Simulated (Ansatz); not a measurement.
System: chalcopyrite CuInS2. Method: PBE-D4 in Ansatz (plane waves, PAW).

Numerical settings: plane-wave cutoff 520 eV, 10×10×10 k mesh, Fermi–Dirac smearing 0.01 eV, no spin polarisation, scalar-relativistic PAW data made under PBE.

The volume scan:

```json
[
 {"V (Å³/atom)": "20.159", "E − E_lowest (meV/atom)": "8.28"},
 {"V (Å³/atom)": "20.579", "E − E_lowest (meV/atom)": "1.98"},
 {"V (Å³/atom)": "20.999", "E − E_lowest (meV/atom)": "0.00"},
 {"V (Å³/atom)": "21.419", "E − E_lowest (meV/atom)": "1.86"},
 {"V (Å³/atom)": "21.839", "E − E_lowest (meV/atom)": "7.12"}
]
```

Question: Estimate the bulk modulus and its pressure derivative from these points.

Answer: V0 = 20.997 Å³/atom, B0 = 73.1 GPa, B′ = 5.0 (fit to the energies at full precision).

Shape and atoms are relaxed at each volume.

Note: the bulk modulus comes from volumes at which shape and atoms were relaxed.

Spin–orbit coupling is not included.

The computed numbers hold no vibrational or temperature effects.

The result took very roughly 40 core-minutes.

Ansatz is a quantum-chemistry and plane-wave program.
